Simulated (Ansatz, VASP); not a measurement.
One calculation of AlN, two programs

```
Al N
1.0
     2.13973    2.13973    0.00000
    -2.13973    2.13973    0.00000
     0.00000    2.13973    2.13973
Al N
1 1
Cartesian
  0.0000 0.0000 0.0000
  -1.0699 3.2096 1.0699
```

Alike in both runs: functional LDA; k mesh 10 × 10 × 10; no spin polarisation.

Ansatz relaxed the structure, and its values are those at the end. VASP's run is a single point on that final structure, the one shown.

|  | VASP | Ansatz |
| --- | --- | --- |
| version | VASP 6.6.1 | Ansatz 0.2.0 |
| potentials or method | VASP PAW LDA potentials, release 64 (Al, N) | PAW with Ansatz's default frozen-core files, scalar-relativistic |
| plane-wave cutoff (eV) | 520 | 420 |
| occupations | gaussian, width 0.01 eV | fixed |
| valence electrons in the cell | 8 | 8 |

```tsv
	VASP	Ansatz	Ansatz less VASP
gap on the k mesh at the Fermi level (eV)	3.25	3.27	+0.023
pressure (GPa)	10.8	10.0	-0.81
```

A k mesh can miss the band edges.
